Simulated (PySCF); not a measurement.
Propylamine, C3H9N.
Atom-mapped SMILES: `[CH3:1][CH2:2][CH2:3][NH2:4]` (hydrogens: H5, H6, H7 on C1; H8, H9 on C2; H10, H11 on C3; H12, H13 on N4)

Geometry (GFN2-xTB, Å), atoms numbered from 1 in this order:
```xyz
13
C3H9N angstrom
C     -1.720   -0.118   -0.584
C     -0.366   -0.555   -0.042
C      0.727    0.465   -0.351
N      2.020   -0.048    0.075
H     -2.000    0.851   -0.175
H     -2.489   -0.838   -0.316
H     -1.691   -0.036   -1.669
H     -0.432   -0.691    1.040
H     -0.077   -1.511   -0.480
H      0.779    0.628   -1.432
H      0.464    1.429    0.121
H      2.025   -0.191    1.080
H      2.755    0.615   -0.146
```

Method: CAM-B3LYP/def2-SVPD in PySCF (dipole) on a GFN2-xTB geometry, gas phase.

Take the most abundant isotopes and a rigid rotor. The values belong to one conformer with, in the numbering `[CH3:1][CH2:2][CH2:3][NH2:4]`, C1–C2–C3–N4 -175°, C2–C3–N4–H -62° and 179°.

Problem. What are A, B and C (cm⁻¹)?

Solution. Ia = 20.10, Ib = 133.60, Ic = 143.01 u·Å²; 505379 MHz·u·Å²/I gives 25140, 3783 and 3534 MHz, that is A = 0.83857, B = 0.12618, C = 0.11788 cm⁻¹.

Problem. What kind of rotor is it?

Solution. A near-prolate asymmetric top; Ray's κ = -0.977.

Problem. What does the inertial defect say?

Solution. Not planar: Δ = Ic − Ia − Ib = -10.69 u·Å². For a rigid frame Δ = −2 Σ m c², so Σ m c² = 5.35 u·Å² lies off the ab plane: 5.24 from hydrogen and 0.11 from heavier atoms. The atom farthest from that plane is 0.97 Å away.

Problem. Where do the levels up to J = 4 lie, in MHz?

Solution. Above 0(0,0):
J = 1: 1(0,1) 7317, 1(1,1) 28674, 1(1,0) 28923
J = 2: 2(0,2) 21948, 2(1,2) 43058, 2(1,1) 43805, 2(2,1) 107876, 2(2,0) 107878
J = 3: 3(0,3) 43890, 3(1,3) 64634, 3(1,2) 66128, 3(2,2) 129826, 3(2,1) 129837, 3(3,1) 237235, 3(3,0) 237235
J = 4: 4(0,4) 73136, 4(1,4) 93399, 4(1,3) 95888, 4(2,3) 159092, 4(2,2) 159124, 4(3,2) 266506, 4(3,1) 266506, 4(4,1) 416872, 4(4,0) 416872

Problem. Which lines would a microwave search look for?

Solution. The dipole components are |μa| = 0.01 D, |μb| = 0.60 D, |μc| = 1.08 D. Intensities carry the squares of the components, which stand as 0.00 : 0.31 : 1.00 (a : b : c). Some lines, for components of 0.1 D or more:

```csv
type,branch,"J(Ka,Kc)",MHz,lower level (cm⁻¹)
c,Q,"2(1,2) ← 2(0,2)",21110,0.732
c,Q,"1(1,1) ← 1(0,1)",21357,0.244
b,Q,"1(1,0) ← 1(0,1)",21606,0.244
b,Q,"2(1,1) ← 2(0,2)",21857,0.732
b,R,"1(1,1) ← 0(0,0)",28674,0.000
c,R,"1(1,0) ← 0(0,0)",28923,0.000
b,R,"2(1,2) ← 1(0,1)",35742,0.244
c,R,"2(1,1) ← 1(0,1)",36488,0.244
c,Q,"2(2,1) ← 2(1,1)",64071,1.461
b,Q,"2(2,0) ← 2(1,1)",64073,1.461
b,Q,"2(2,1) ← 2(1,2)",64818,1.436
b,R,"2(2,1) ← 1(1,0)",78953,0.965
c,R,"2(2,0) ← 1(1,0)",78955,0.965
c,R,"2(2,1) ← 1(1,1)",79202,0.956
b,R,"2(2,0) ← 1(1,1)",79204,0.956
```

GFN2-xTB frequencies: not computed here. Constants of a rigid frame at the computed geometry: no zero-point averaging, no centrifugal distortion. A rigid rotor knows nothing of inversion at nitrogen or internal rotation, which can split or shift real lines. Quadrupole hyperfine structure (14N) is left out.

Time: 15 s wall. Hardware: an Arm Neoverse V1 with one thread (shared host). This is the CAM-B3LYP/def2-SVPD job that gave the dipole, with the excitations it also computed.
